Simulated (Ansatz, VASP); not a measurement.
# PbSe in VASP and in Ansatz

The input INCAR:

```
SYSTEM = PbSe
PREC = Accurate
ENCUT = 520
EDIFF = 1E-6
ISMEAR = 0
SIGMA = 0.02
LREAL = .False.
LASPH = .True.
NELM = 100
ALGO = Fast
ISIF = 2
LWAVE = .False.
LCHARG = .True.
GGA = PE
LELF = .True.
LVHAR = .True.
NBANDS = 28
```

The input KPOINTS:

```
Automatic mesh
0
Gamma
  6 6 6
  0 0 0
```

The input POSCAR:

```
PbSe
1.0
   -0.0422347365     12.3037796198      3.1794177139
    3.2608243441     -0.0236917742      3.2282511059
    3.2032124330     12.3015283777     -0.0334920891
Pb Se
2 2
Direct
    0.1807343199      0.8267106609      0.1816885475
    0.7648263715      0.1678483848      0.8619898109
    0.7193458564      0.2572556104      0.6653299218
    0.3010928524      0.7141847441      0.3249923195
```

Input for Ansatz:

```yaml
crystal:
  lattice:
    - [-0.0422347365, 12.3037796198, 3.1794177139]
    - [3.2608243441, -0.0236917742, 3.2282511059]
    - [3.203212433, 12.3015283777, -0.0334920891]
  atoms:
    - { symbol: Pb, position: [0.1807343199, 0.8267106609, 0.1816885475] }
    - { symbol: Pb, position: [0.7648263715, 0.1678483848, 0.8619898109] }
    - { symbol: Se, position: [0.7193458564, 0.2572556104, 0.6653299218] }
    - { symbol: Se, position: [0.3010928524, 0.7141847441, 0.3249923195] }
basis:
  ecutwfc: 420
kpoints:
  mp_grid: { grid: [6, 6, 6] }
hamiltonian:
  xc: pbe
scf:
  occupations: { method: gaussian, width: 0.02 }
output:
  forces: true
  stress: true
  eigenvalues: true
  populations: true
```

Change from the starting cell: all atoms moved at random, cell strained at random.

Alike in both runs: task single point; functional PBE; k mesh 6 × 6 × 6; occupations gaussian, width 0.02 eV; no spin polarisation.

|  | VASP | Ansatz |
| --- | --- | --- |
| version | VASP 6.6.1 | Ansatz 0.2.0 |
| potentials or method | VASP PAW PBE potentials, release 64 (Pb_d, Se) | scalar-relativistic, plane waves, PAW |
| plane-wave cutoff (eV) | 520 | 420 |
| valence electrons in the cell | 40 | 60 |

VASP gave:

```
gap on the k mesh at the Fermi level (eV)       : 1.18
least direct gap on the mesh (eV)               : 1.20
pressure (GPa)                                  : -2.3
largest component of the traceless stress (GPa) : 0.56
rms of the force components (eV/Å)              : 0.442
```

Q: Estimate Ansatz's values.

A: gap on the k mesh at the Fermi level (eV): 1.18; least direct gap on the mesh (eV): 1.20; pressure (GPa): -2.3; largest component of the traceless stress (GPa): 0.56; rms of the force components (eV/Å): 0.443.

Atom by atom the forces differ by 0.003 eV/Å (rms over components). The two sets of potentials don't hold the same shells in valence.

Caveats: spin-orbit coupling is left out, which as a rule narrows the gap of such compounds by several tenths of an eV; forces of over 1 eV/Å show positions far from the minimum, so gaps and moduli don't describe the material at rest. A k mesh can miss the band edges.
